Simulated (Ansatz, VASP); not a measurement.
# Cross-check of CaCo2As2 between VASP and Ansatz, part 2 of 2

Wanted: the spread between two codes on one cell, functional and k mesh.  Valence electrons are named where the data sets of a main pair hold unlike numbers.

VASP 6.6.1 and Ansatz 0.2.0.

So far: The starting structure; VASP: relaxation of cell and atoms, r2SCAN.

**3. Ansatz: relaxation of cell and atoms, r2SCAN**

Level of this step: Ansatz beside VASP: Kohn-Sham DFT, plane waves, r2SCAN (Ansatz).

Ansatz runs on its default PAW (the set named soft_2) files.

The same cell, functional, mesh and smearing now go to Ansatz, which takes its cutoff from its data sets.

Contents of input.yaml:

```yaml
crystal:
  lattice:
    - [-2.0043614094, 2.0043614094, 5.0470084001]
    - [2.0043614094, -2.0043614094, 5.0470084001]
    - [2.0043614094, 2.0043614094, -5.0470084001]
  atoms:
    - { symbol: Ca, position: [0.0, 0.0, 0.0], spin: 0.01 }
    - { symbol: Co, position: [0.75, 0.25, 0.5], spin: 0.58 }
    - { symbol: Co, position: [0.25, 0.75, 0.5], spin: 0.58 }
    - { symbol: As, position: [0.36348384, 0.36348384, 0.0], spin: 0.01 }
    - { symbol: As, position: [0.63651616, 0.63651616, 0.0], spin: 0.01 }
hamiltonian:
  xc: r2scan
  pseudopotentials: { kind: paw }
magnetization:
  spin_polarized: true
kpoints:
  mp_grid: { grid: [8, 8, 8] }
scf:
  occupations: { method: fermi_dirac, width: 0.05 }
relax:
  f_tol: 0.01
  max_steps: 60
  cell: { stress_tol: 0.05 }
output:
  forces: true
  stress: true
```

Launch:

```bash
$ ansatz run input.yaml --threads 4 --pin off --max-ram 9216MiB --backend cpu --events-out ev --progress --plain --runs-dir out
```

Numbers of over 12 decimals in the logs are rounded to 6 here.

What it wrote:

```text
basis.fft_grid_basis auto: the FFT boxes are laid along the combinations [[1, 0, 1], [0, 1, 1], [0, 0, 1]] of the cell's own vectors, 4.009, 4.009 and 5.789 Å long. The dense box has 30×30×45 points. Along the cell's own vectors, as sized, it would have 45×45×45, 2.25 times as many. Of the 16 symmetry operations that the crystal satisfies within crystal.symmetry.tolerance (time reversal apart; of a slab, those that k [...]
Engine: ansatz 0.2.0, aarch64-unknown-linux-gnu
Pseudopotentials: kind: paw
Pseudopotential: Ca, paw, valence charge 10, recommended cutoff 500 eV (meta_gga), Ca.paw.azcp
Pseudopotential: Co, paw, valence charge 17, recommended cutoff 500 eV (meta_gga), Co.paw.azcp
Pseudopotential: As, paw, valence charge 15, recommended cutoff 500 eV (meta_gga), As.paw.azcp
Functional definition: r2SCAN
  parameter k0 = 0.174
  parameter k1 = 0.065
  parameter a1 = 4.9479
  exchange = r2scan_x(k0 = k0, k1 = k1, a1 = a1)
  correlation = r2scan_c
Crystal: 5 atoms, lattice volume = 81.105 Å³
Basis set: ecut = 500 eV, 2091 PW (Γ), FFT grids on a1+a3, a2+a3, a3, exchange–correlation on 120×120×180 points (64 copies of the dense FFT grid, shifted against one another)
Bands: 46, of which v1, the nominal top of the filled ones, is band 37 counted from 1 (36 counted from 0)
Symmetry: 16 space group operations
Space group: I4/mmm (ITA 139), of the structure as read, at distance tolerance 4.3e-5 Å
Magnetic group: BNS 139.531 (UNI 1191), of the structure as read, at distance tolerance 4.3e-5 Å
k-points: 59 of 512
Non-local potential: Ca, projectors of the file, l = 0: 3, l = 1: 2, l = 2: 2
Non-local potential: Co, projectors of the file, l = 0: 3, l = 1: 2, l = 2: 3, l = 3: 1
Non-local potential: As, projectors of the file, l = 0: 2, l = 1: 2, l = 2: 3, l = 3: 1
PAW form: soft (Blöchl's): semilocal exchange-correlation on the pseudo side does not see the compensation charge
PAW frozen core: Ca, regenerated for the run's functional (the file was generated under x = pbe(κ = 0.804, μ = 0.219515), c = pbe(β = 0.066725))
PAW frozen core: Co, regenerated for the run's functional (the file was generated under x = pbe(κ = 0.804, μ = 0.219515), c = pbe(β = 0.066725))
PAW frozen core: As, regenerated for the run's functional (the file was generated under x = pbe(κ = 0.804, μ = 0.219515), c = pbe(β = 0.066725))
PAW one-centre angular grid: Ca, 302 points (default); XC on 160 Gauss nodes
PAW one-centre angular grid: Co, 590 points (default); XC on 160 Gauss nodes
PAW one-centre angular grid: As, 590 points (default); XC on 160 Gauss nodes
Initial density: superposition of atomic densities (chi_scale 0.1, normalization cell, long waves kept (reshape's long-wave potential 0.00 eV rms))
Starting moments: Σ|m| = 1.19 μB on 5 of 5 sites
Initial wavefunctions: pseudopotential atomic-orbital guess
Functional: x = r2scan, c = r2scan; τ floored in thin density (d = 2e-4 eV/Å³)
SCF iter   1: F=—  HF=-21812.814355 eV  |F-HF|=—  |Δ(HF+E_count)|=         —  Δρ=5.53e-2 (↑3.96e-2 ↓5.53e-2)  dr2=6.71e0  dr2_τ=5.04e-2  dr2_m=8.16e-2  M=1.112 μB ∫|m|=1.327 μB  β_m=1.00  ethr=3.10e-3  ⟨swp⟩=7.5  Hψ=22214  notcnv=0  defer=9
Mixer restart at iter 1: flushing history
preconditioner: auto → Kerker (q_TF=auto, 2.687 Å⁻¹)  [metal: Δε(μ)=0.002 eV  Ē_g=6.691 eV  σ=0.050 eV  W_gap=0.01  n_scr=32 (ndim 8)  ℏωp=22.6 eV  f_vac=0.000  D(μ)=4.53/eV (n_scr^D=36)]
spin=Collinear: Kerker preconditioning applied to the charge; magnetization (m = ρ↑ − ρ↓) channel mixes plain (no charge-response kernel on spin).
SCF iter   2: F=—  HF=-21812.253044 eV  |F-HF|=—  |Δ(HF+E_count)|=   5.61e-1  Δρ=1.84e-2 (↑1.84e-2 ↓1.66e-2)  dr2=1.05e0  dr2_τ=2.22e-2  dr2_m=4.51e-2  M=1.269 μB ∫|m|=1.479 μB  β_m=1.00  ethr=3.10e-3  ⟨swp⟩=2.7  Hψ=8607  notcnv=0  defer=251  κ⁻¹=1.0e0(r=1)
SCF iter   3: F=—  HF=-21814.115917 eV  |F-HF|=—  |Δ(HF+E_count)|=    1.86e0  Δρ=1.54e-2 (↑1.54e-2 ↓1.31e-2)  dr2=7.39e-1  dr2_τ=3.58e-3  dr2_m=6.27e-3  M=1.345 μB ∫|m|=1.547 μB  β_m=1.00  ethr=1.41e-3  ⟨swp⟩=2.2  Hψ=6786  notcnv=0  defer=254  κ⁻¹=2.2e-2(r=2)
SCF iter   4: F=—  HF=-21816.218924 eV  |F-HF|=—  |Δ(HF+E_count)|=    2.10e0  Δρ=1.09e-2 (↑1.09e-2 ↓8.71e-3)  dr2=4.86e-1  dr2_τ=9.73e-4  dr2_m=2.74e-3  M=1.427 μB ∫|m|=1.638 μB  β_m=1.00  ethr=9.98e-4  ⟨swp⟩=2.8  Hψ=8254  notcnv=0  defer=266  κ⁻¹=6.3e-3(r=3)
SCF iter   5: F=—  HF=-21816.894763 eV  |F-HF|=—  |Δ(HF+E_count)|=   6.76e-1  Δρ=6.80e-3 (↑6.80e-3 ↓5.50e-3)  dr2=2.74e-1  dr2_τ=1.23e-3  dr2_m=2.73e-3  M=1.491 μB ∫|m|=1.716 μB  β_m=1.00  ethr=6.57e-4  ⟨swp⟩=2.4  Hψ=7745  notcnv=0  defer=268  κ⁻¹=8.3e-4(r=4)
SCF iter   6: F=—  HF=-21816.905572 eV  |F-HF|=—  |Δ(HF+E_count)|=         —  Δρ=7.25e-3 (↑3.58e-3 ↓7.25e-3)  dr2=5.49e-2  dr2_τ=2.96e-4  dr2_m=3.15e-3  M=1.622 μB ∫|m|=1.900 μB  β_m=1.00  ethr=3.70e-4  ⟨swp⟩=3.0  Hψ=8838  notcnv=0  defer=263
Mixer restart at iter 6: flushing history
SCF iter   7: F=—  HF=-21816.925519 eV  |F-HF|=—  |Δ(HF+E_count)|=   1.99e-2  Δρ=6.30e-3 (↑4.74e-3 ↓6.30e-3)  dr2=6.44e-2  dr2_τ=7.81e-4  dr2_m=4.92e-4  M=1.634 μB ∫|m|=1.924 μB  β_m=1.00  ethr=7.42e-5  ⟨swp⟩=2.1  Hψ=6594  notcnv=0  defer=250  κ⁻¹=1.0e0(r=1)
[...]
SCF iter  14: F=—  HF=-21816.943904 eV  |F-HF|=—  |Δ(HF+E_count)|=   3.16e-5  Δρ=8.01e-5 (↑8.01e-5 ↓7.11e-5)  dr2=1.39e-5  dr2_τ=9.95e-8  dr2_m=5.80e-8  M=1.663 μB ∫|m|=1.972 μB  β_m=1.00  ethr=1.68e-7  ⟨swp⟩=2.0  Hψ=8459  notcnv=0  defer=253  κ⁻¹=4.7e-6(r=8)
SCF iter  15: F=—  HF=-21816.943917 eV  |F-HF|=—  |Δ(HF+E_count)|=   1.37e-5  Δρ=3.36e-5 (↑3.04e-5 ↓3.36e-5)  dr2=2.63e-6  dr2_τ=1.29e-8  dr2_m=1.57e-8  M=1.662 μB ∫|m|=1.972 μB  β_m=1.00  ethr=1.88e-8  ⟨swp⟩=2.0  Hψ=9173  notcnv=0  defer=253  κ⁻¹=9.4e-7(r=8)
SCF iter  16: F=—  HF=-21816.943916 eV  |F-HF|=—  |Δ(HF+E_count)|=   9.24e-7  Δρ=3.10e-5 (↑1.97e-5 ↓3.10e-5)  dr2=1.26e-6  dr2_τ=9.77e-9  dr2_m=2.83e-8  M=1.662 μB ∫|m|=1.972 μB  β_m=1.00  ethr=3.55e-9  ⟨swp⟩=2.0  Hψ=8382  notcnv=0  defer=253  κ⁻¹=6.3e-7(r=8)
SCF iter  17: F=—  HF=-21816.943917 eV  |F-HF|=—  |Δ(HF+E_count)|=   3.21e-7  Δρ=7.45e-6 (↑7.45e-6 ↓5.12e-6)  dr2=1.14e-7  dr2_τ=2.94e-9  dr2_m=5.60e-9  M=1.662 μB ∫|m|=1.971 μB  β_m=1.00  ethr=1.70e-9  ⟨swp⟩=2.0  Hψ=9795  notcnv=0  defer=253  κ⁻¹=1.2e-5(r=8)
SCF iter  18: F=—  HF=-21816.943917 eV  |F-HF|=—  |Δ(HF+E_count)|=   7.35e-9  Δρ=2.34e-6 (↑1.90e-6 ↓2.34e-6)  dr2=6.69e-9  dr2_τ=1.16e-10  dr2_m=6.10e-10  M=1.662 μB ∫|m|=1.971 μB  β_m=1.00  ethr=1.55e-10  ⟨swp⟩=2.0  Hψ=8857  notcnv=0  defer=253  κ⁻¹=2.6e-6(r=8)
SCF iter  19: F=—  HF=-21816.943917 eV  |F-HF|=—  |Δ(HF+E_count)|=   1.27e-8  Δρ=2.63e-6 (↑1.98e-6 ↓2.63e-6)  dr2=9.46e-9  dr2_τ=1.38e-10  dr2_m=1.23e-10  M=1.662 μB ∫|m|=1.971 μB  β_m=1.00  ethr=9.04e-12  ⟨swp⟩=2.0  Hψ=8744  notcnv=0  defer=253  κ⁻¹=1.6e-6(r=8)
SCF iter  20: F=-21816.943917 eV  HF=-21816.943917 eV  |F-HF|=5.00e-9  |Δ(HF+E_count)|=   2.27e-8  Δρ=2.00e-6 (↑1.86e-6 ↓2.00e-6)  dr2=9.14e-9  dr2_τ=6.64e-11  dr2_m=1.67e-11  M=1.662 μB ∫|m|=1.971 μB  ethr=9.04e-12  ⟨swp⟩=1.1  Hψ=15714  notcnv=0
SCF 1 converged in 20 iterations: F = -21816.943917 eV  dr2 = 9.14e-9
  greatest PAW one-centre occupation: 1.004 electrons in one spin orbital (limit 2), on the Co atom at site 2 (counted from 0), in its partial waves of l = 1
relax step   1: F+E_penalty+E_count = -21816.94391684 eV  Δ(F+E_penalty+E_count) = +0.000e0 eV  max|allowed force component| = 2.126e-2 eV/Å  Δτ_max = 0.0000 Å  P = -0.016 GPa  Ω = 81.105 Å³  (20 SCF iters, dr2 threshold 1.00e-7 eV, accepted)
[...]
relax step   2: F+E_penalty+E_count = -21816.94399284 eV  Δ(F+E_penalty+E_count) = -7.600e-5 eV  max|allowed force component| = 4.625e-3 eV/Å  Δτ_max = 0.0018 Å  P = +0.022 GPa  Ω = 81.037 Å³  energy of the carried Pulay correction = +2.933e-5 eV  (7 SCF iters, dr2 threshold 2.82e-8 eV, accepted)
[...]
relax step   3: F+E_penalty+E_count = -21816.94396797 eV  Δ(F+E_penalty+E_count) = +2.487e-5 eV  max|allowed force component| = 4.632e-3 eV/Å  Δτ_max = 0.0000 Å  P = +0.021 GPa  Ω = 81.037 Å³  stress off target by 2.39e-2 GPa  SCF on the basis re-selected at this cell (its energy is not comparable with the rows above)  (14 SCF iters)
basis re-selected at this cell: Δ(F+E_penalty+E_count) = +2.487e-5 eV, ΔP = -0.001 GPa vs the last step (what re-selecting the basis moved, of the pressure what is left beyond the Pulay correction that the steps carried, after the strain that the cell walked since its last selection, with what the two solves' SCF thresholds leave and, on support functions, any second-order correction that the steps lacked; it is no m [...]
SCF converged after 14 iterations
Stability not checked: this state was not tested for a lower state beside it, because the mixer in use, unlike msr1, does not test its closes by its own steps (another_mixer; see scf.mixing.algorithm and scf.lower_state_search)
Magnetization: 1.6604 μB (37.8302 up, 36.1698 down)
Absolute magnetization: 1.9721 μB (∫|ρ↑−ρ↓|, with the PAW one-centre terms)
Spin contamination: 0.0729 ħ² per cell (⟨S²⟩ above its minimum at these occupations)
Per-site moments (μB) at R_I (Å): [(0.00225634, 1.299379), (0.862804, 0.952384), (0.862804, 0.952384), (0.00420185, 0.952384), (0.00420185, 0.952384)]
Free energy (F): -21816.943968 eV
Harris-Foulkes:  -21816.943968 eV  (|F-HF|=2.91e-11)
Internal energy: -21816.927212 eV  (E = F + TS)
E sigma→0 (E₀):  -21816.935590 eV
Entropy (-TS):   -0.016756 eV (-3.351 meV/atom)
Fermi energy:    13.814918 eV
--- Per-component energies (eV) ---
  E_band       = -1172.206641
  E_kinetic    = 1401.355030
  E_local      = -11699.706915  (includes V_loc(G=0)·N_el)
  E_nonlocal   = -349.204941
  E_hartree    = 5454.014796
  E_xc         = -602.257601
  E_vxc        = -825.646783  (∫ρ·V_xc dr)
  E_paw        = -7618.721332  (= ΣΔE_a)
  E_vpaw       = -657.268159  (= ΣTr[D̂ρ^β])
  E_aug_tail   = 0.000057  (compensation charges beyond the density's cutoff)
  E_vtau       = 50.236097  (kinetic-family band-sum trace: ∫τ·v_τ [+ j·A + Jᵃ·Aᵃ] dr)
  E_ewald      = -8398.680413
  E_core_change = -3.725893  (= ΣΔE_core)
  E_smearing   = -0.016756  (= −TS)
  E_closure    = 0.000000  (closes the sum)
  Σ components = -21816.943968   (vs F -21816.943968, Δ=0.00e0)
--- Forces (eV/Å), atoms counted from 1 ---
  atom   1  Ca    -0.00000000    -0.00000000     0.00000000
  atom   2  Co     0.00000000     0.00000000     0.00000000
  atom   3  Co     0.00000000     0.00000000     0.00000000
  atom   4  As     0.00000000     0.00000000     0.00463195
  atom   5  As     0.00000000     0.00000000    -0.00463195
  max |Σ_I F_I| component: 8.67e-19 eV/Å
--- Stress (GPa, compression-positive) ---
        0.023928       0.000000       0.000000
        0.000000       0.023928      -0.000000
        0.000000      -0.000000       0.015726
  P = ⅓ Tr σ = 0.0212 GPa (0.212 kbar)
--- Relaxed structure (2 steps of the walk, 2 accepted, 1 SCFs on fresh bases) ---
  F+E_penalty+E_count = -21816.94396797 eV   max|allowed force component| = 4.632e-3 eV/Å   (the final SCF, on the basis selected at the relaxed cell)
  cell:  # Å, volume = 81.0366 Å³
    - [-2.003638, 2.003638, 5.046413]
    - [2.003638, -2.003638, 5.046413]
    - [2.003638, 2.003638, -5.046413]
  atoms:
    - { symbol: Ca, position: [0, 0, 0] }
    - { symbol: Co, position: [0.750000, 0.250000, 0.500000] }
    - { symbol: Co, position: [0.250000, 0.750000, 0.500000] }
    - { symbol: As, position: [0.363664, 0.363664, 0] }
    - { symbol: As, position: [0.636336, 0.636336, 0] }
```

The job ended after 69 s (4 threads of Arm Neoverse V1, shared host; peak memory 0.89 GiB; 4.4 min of CPU time).

**4. Differences**

Known differences besides the potentials themselves: VASP keeps PBE cores, Ansatz makes them for the functional; both relaxations stop at a tolerance, which leaves soft axes loose, and VASP keeps its plane-wave basis; the data sets hold 74 valence electrons in Ansatz (on its default PAW (the set named soft_2) files) and 38 in VASP; the cutoff is 500 eV in Ansatz and 520 eV in VASP; Ansatz adds a Pulay correction to the stress that steers its cell, VASP none; site moments are counted in spheres of each program's own size; in our runs with r2SCAN, forces from VASP's data set Ca_sv part from Ansatz's all-electron ones, so neither program is the reference here. Total energies have different zeros and are not compared.

Both answers:

```tsv
quantity	Ansatz	VASP	difference
volume (Å³)	81.04	81.20	-0.20 %
edge a after relaxation, in the typed setting (Å)	5.787	5.791	-0.06 %
total moment (μB)	1.66	1.66	0.00
moment on Co2 (μB)	0.86	0.86	+0.01
moment on Co3 (μB)	0.86	0.86	+0.01
```

The walks stopped with 0.02 GPa left in Ansatz and -0.05 GPa in VASP; each walk ends within a tolerance, so the volume difference is uncertain by about these residues over the bulk modulus, most in soft cells.

**5. VASP: relaxation of cell and atoms, r2SCAN with rVV10**

The relaxed volume is the usual yardstick between codes: in a stiff, nearly cubic crystal its relative difference is about their pressure difference at one cell divided by the bulk modulus.

Contents of INCAR:

```
SYSTEM = CaCo2As2
PREC = Accurate
ENCUT = 520
EDIFF = 1E-06
NELM = 100
ISMEAR = -1
SIGMA = 0.05
LREAL = .FALSE.
ALGO = Normal
METAGGA = R2SCAN
LUSE_VDW = .TRUE.
IVDW_NL = 2
BPARAM = 11.95
CPARAM = 0.0093
LASPH = .TRUE.
NBANDS = 28
ISPIN = 2
MAGMOM = 0.01 0.58 0.58 0.01 0.01
LMAXMIX = 4
LORBIT = 11
LWAVE = .FALSE.
LCHARG = .FALSE.
KPAR = 8
IBRION = 2
NSW = 60
ISIF = 3
EDIFFG = -0.01
```

Contents of POSCAR:

```
CaCo2As2
1.0
   -2.0043614094      2.0043614094      5.0470084001
    2.0043614094     -2.0043614094      5.0470084001
    2.0043614094      2.0043614094     -5.0470084001
Ca Co As
1 2 2
Direct
    0.0000000000      0.0000000000      0.0000000000
    0.7500000000      0.2500000000      0.5000000000
    0.2500000000      0.7500000000      0.5000000000
    0.3634838400      0.3634838400      0.0000000000
    0.6365161600      0.6365161600      0.0000000000
```

Contents of KPOINTS:

```
Automatic mesh
0
Gamma
8 8 8
0 0 0
```

PAW data sets: Ca_sv, Co and As (PBE family, release 64).

Launch:

```bash
$ mpirun -np 8 vasp_std
```

What it wrote:

```text
[banner, memory and clock lines left out]
running    8 mpi-ranks, on    1 nodes
[...]
[... a notice as in an earlier step ...]

|                                                                             |
|               ----> ADVICE to this user running VASP <----                  |
|                                                                             |
|     You have switched on vdW-DFT.                                           |
|     This routine was written and supplied by Jiri Klimes. We recommend      |
|     that you carefully read and cite the following publications:            |
|       J. Klimes, D.R. Bowler, A. Michelides                                 |
|          J. Phys.: Cond Matt. 22 022201 (2010)                              |
|       J. Klimes, D.R. Bowler, A. Michelides                                 |
|          Phys. Rev. B. 83, 195131 (2011)                                    |
|     and references therein.                                                 |
[...]
Total rVV10 correction in eV:      0.8613667    44.9769373
Total rVV10 correction in eV:      0.8613667    44.9769373
Total rVV10 correction in eV:      0.8613667    44.9769373
DAV:   6    -0.651349957244E+02    0.64543E-06   -0.60931E-07  3660   0.772E-03
Total rVV10 correction in eV:      0.8613636    44.9769373
Total rVV10 correction in eV:      0.8613636    44.9769373
Total rVV10 correction in eV:      0.8613636    44.9769373
Total rVV10 correction in eV:      0.8613636    44.9769373
Total rVV10 correction in eV:      0.8613636    44.9769373
Total rVV10 correction in eV:      0.8613636    44.9769373
Total rVV10 correction in eV:      0.8613636    44.9769373
Total rVV10 correction in eV:      0.8613636    44.9769373
Total rVV10 correction in eV:      0.8613606    44.9769373
Total rVV10 correction in eV:      0.8613606    44.9769373
Total rVV10 correction in eV:      0.8613606    44.9769373
Total rVV10 correction in eV:      0.8613606    44.9769373
Total rVV10 correction in eV:      0.8613606    44.9769373
Total rVV10 correction in eV:      0.8613606    44.9769373
Total rVV10 correction in eV:      0.8613606    44.9769373
Total rVV10 correction in eV:      0.8613606    44.9769373
   6 F= -.65134996E+02 E0= -.65126510E+02  d E =-.724421E-03  mag=     1.6421
[...]
reached required accuracy - stopping structural energy minimisation
```

Parts of OUTCAR (step 5):

```text
  Total        0.0152843      0.0152843     -0.0175088      0.0000000      0.0000000      0.0000000
  in kB        0.3049570      0.3049570     -0.3493411      0.0000000      0.0000000      0.0000000
  external PRESSURE =       0.0868576 kB  Pullay stress =       0.0000000 kB

 POSITION                                       TOTAL-FORCE (eV/Angst)
 -----------------------------------------------------------------------------------
      0.00000      0.00000      0.00000         0.000000      0.000000     -0.000000
     -0.00000      1.99874      2.51255         0.000000      0.000000     -0.000000
      1.99874     -0.00000      2.51255         0.000000      0.000000     -0.000000
      0.00000      0.00000      3.66192         0.000000      0.000000     -0.001314
      0.00000      0.00000      6.38827        -0.000000     -0.000000      0.001314
 -----------------------------------------------------------------------------------
    total drift:                                0.000000     -0.000000      0.000000

  FREE ENERGIE OF THE ION-ELECTRON SYSTEM (eV)
  ---------------------------------------------------
  free  energy   TOTEN  =       -65.1349957244 eV

  energy  without entropy=      -65.1180245060  energy(sigma->0) =      -65.12651012

 magnetization (x)
# of ion       s       p       d       tot
------------------------------------------
    1       -0.001   0.000   0.005   0.004
    2        0.012  -0.002   0.839   0.848
    3        0.012  -0.002   0.839   0.848
    4        0.006   0.004  -0.007   0.002
    5        0.006   0.004  -0.007   0.002
--------------------------------------------------
tot          0.034   0.002   1.668   1.704

[... 2 parts as in an earlier step ...]

[... 2 further parts left out ...]
[key lines of the parts left out:]
E-fermi :   7.2882
```

**6. Ansatz: relaxation of cell and atoms, r2SCAN with rVV10**

The same cell, functional, mesh and smearing now go to Ansatz, which takes its cutoff from its data sets.

input.yaml: that of step 3 with these lines changed.

```diff
@@ -14,2 +14,3 @@
   pseudopotentials: { kind: paw }
+  dispersion: rvv10
 magnetization:
```

Launch:

```bash
$ ansatz run input.yaml --threads 4 --pin off --max-ram 9216MiB --backend cpu --events-out ev --progress --plain --runs-dir out
```

What it wrote:

```text
[...]
Crystal: 5 atoms, lattice volume = 81.105 Å³
Basis set: ecut = 500 eV, 2091 PW (Γ), FFT grids on a1+a3, a2+a3, a3, exchange–correlation on 144×144×192 points (64 copies of the dense FFT grid, shifted against one another)
Bands: 46, of which v1, the nominal top of the filled ones, is band 37 counted from 1 (36 counted from 0)
[...]
- [-1.996718, 1.996718, 5.013716]
    - [1.996718, -1.996718, 5.013716]
    - [1.996718, 1.996718, -5.013716]
  atoms:
    - { symbol: Ca, position: [1.0311396406289532e-19, 1.0311396406289529e-19, 0] }
    - { symbol: Co, position: [0.750000, 0.25, 0.500000] }
    - { symbol: Co, position: [0.25, 0.750000, 0.500000] }
    - { symbol: As, position: [0.364646, 0.364646, 0] }
    - { symbol: As, position: [0.635354, 0.635354, 0] }
[key lines of the parts left out:]
SCF converged after 14 iterations
Magnetization: 1.6415 μB (37.8208 up, 36.1792 down)
Free energy (F): -21811.941028 eV
Fermi energy:    14.011594 eV
P = ⅓ Tr σ = -0.0311 GPa (-0.311 kbar)
```

It took 1.8 min on 4 threads; peak memory 1 GiB.

**7. Comparison**

What differs besides the data sets and the points named for the pairs above, as far as they apply: the data sets hold 74 valence electrons in Ansatz (on its default PAW (the set named soft_2) files) and 38 in VASP. Total energies have different zeros and are not compared.

Both answers:

```tsv
quantity	Ansatz	VASP	difference
volume (Å³)	79.96	80.30	-0.43 %
edge a after relaxation, in the typed setting (Å)	5.754	5.766	-0.20 %
total moment (μB)	1.64	1.64	0.00
moment on Co2 (μB)	0.85	0.85	+0.01
moment on Co3 (μB)	0.85	0.85	+0.01
```

The walks stopped with -0.03 GPa left in Ansatz and 0.01 GPa in VASP; each walk ends within a tolerance, so the volume difference is uncertain by about these residues over the bulk modulus, most in soft cells.

**8. Summary of results**

```yaml
difference_in_volume_relaxation_of_cell_and_atoms_r2scan: -0.20 %
difference_in_volume_relaxation_of_cell_and_atoms_r2scan_with_rvv10: -0.43 %
```

What this shows: The difference in volume is -0.43 % (relaxation of cell and atoms, r2SCAN with rVV10), within the 1.2 % picked in this series as the mark of a large difference, as far as the stopping tolerances let one tell. The data sets hold unlike numbers of valence electrons (74 in Ansatz and 38 in VASP), so part of the differences comes from the potentials. Such differences can come from data sets, numerical settings and the points named under the comparisons, not from the functional's error against experiment.

[Lines on the potential files, build, host, timing and source positions are cut from VASP's logs without a mark.]

[Logs are printed without paths, hosts, clocks, repeated set-up lines and the standing remarks that a program may print on its own settings, such as how far it seeks lower states.]

[Hosts, paths, dates, database ids (printed as entryN), source tags and the programs' standing remarks are cut or masked in the printed files.]
